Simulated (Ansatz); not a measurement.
## Equation of state of ZrS2 from a dense series

```yaml
crystal:
  lattice:
    - [3.63000, 0.00000, 0.00000]
    - [-1.81500, 3.14367, 0.00000]
    - [0.00000, 0.00000, 5.85000]
  atoms:
    - { symbol: Zr, position: [0.00000, 0.00000, 0.00000] }
    - { symbol: S, position: [0.33333, 0.66667, 0.24920] }
    - { symbol: S, position: [0.66667, 0.33333, 0.75080] }
```

Atoms are numbered in the order listed.

The conventional cell has a = 3.630 Å, b = 3.630 Å, c = 5.850 Å, α = 90.00°, β = 90.00°, γ = 120.00°. Zr (atom 1) is surrounded by 6 S at 2.55 Å. S (atom 2) is surrounded by 3 Zr at 2.55 Å.

The cell is COD entry 5910006, as deposited and not checked against the literature; nothing was relaxed.

Method: Ansatz 0.2.0, DFT, PBE, all-electron LAPW, scalar-relativistic.

Sampling and basis: a Γ-centred 10×10×5 k mesh, Fermi–Dirac smearing of 0.01 eV, basis error target 1 meV/atom, no spin polarisation.

The cell is scaled evenly. Fractional coordinates are held (clamped ions).

```tsv
V (Å³/atom)	P (GPa)
21.362	7.60
21.807	5.20
22.030	4.09
22.252	3.03
22.475	2.02
22.698	1.06
23.143	-0.73
23.588	-2.35
```

Problem. Fit a third-order Birch–Murnaghan curve to the pressures.

Solution. P = (3B0/2)(y^(7/2) − y^(5/2))[1 + (3/4)(B0′ − 4)(y − 1)] with y = (V0/V)^(2/3) fits within 0.01 GPa for V0 = 22.956 Å³/atom, B0 = 91.4 GPa and B0′ = 4.01.

Problem. Predict the pressure at the withheld volume, 20.917 Å³/atom.

Solution. There y = 1.0640, so the fit gives 10.25 GPa; the run gave 10.25 GPa.
